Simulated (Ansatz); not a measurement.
The system is TaN.

```xyz
2
Lattice="2.9380 0.0000 0.0000 -1.4690 2.5444 0.0000 0.0000 0.0000 2.8830" Properties=species:S:1:pos:R:3 pbc="T T T"
Ta    0.0000    0.0000    1.4415
N     1.4690    0.8481    0.0000
```

Base run:

* Program: Ansatz 0.2.0
* Functional: LDA
* Potentials or basis: Ansatz PAW
* Cutoff: 420 eV (not typed: the program's choice for these potentials)
* k mesh: 10 × 10 × 9
* Occupations: fermi-dirac, width 0.05 eV
* Spin: no spin polarisation
* Hubbard terms: Ta d U = 3 eV

Its results: band gap on the k mesh none (metal or under the smearing width); pressure -9.0 GPa.

Task: The run is repeated on the same cell with these changes: hubbard terms from Ta d U = 3 eV to Ta d U = 2 eV. What comes out?

Result: Band gap on the k mesh none (metal or under the smearing width); pressure -9.9 GPa.

Caveats: spin-orbit coupling is left out, which moves the levels of the heavy elements; U without spin polarisation on a metal has little footing; the PAW data sets come from PBE, with cores solved anew for the run's functional, which leaves a small shift of forces and pressure.
